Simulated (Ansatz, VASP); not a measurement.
**Mo in VASP and in Ansatz**

```xyz
1
Lattice="2.7433 0.0000 0.0000 -1.3717 2.3758 0.0000 0.0000 0.0000 2.4971" Properties=species:S:1:pos:R:3 pbc="T T T"
Mo    0.0000    0.0000    1.2485
```

Alike in both runs: functional PBEsol; k mesh 18 × 18 × 17; occupations fermi-dirac, width 0.1 eV; no spin polarisation.

Ansatz relaxed the structure, and its values are those at the end. VASP's run is a single point on that final structure, the one shown.

```csv
,VASP,Ansatz
version,VASP 6.6.1,Ansatz 0.2.0
potentials or method,"VASP PAW PBE potentials, release 64 (Mo_sv)","plane waves, PAW"
plane-wave cutoff (eV),520,422
valence electrons in the cell,14,14
```

VASP gave:

- pressure (GPa): 0.6

Question: What did Ansatz give for the same quantities?

Answer: Pressure (GPa): 0.0.

Caveats: the PAW data sets were made with another functional, which shifts forces and pressure a little (VASP).
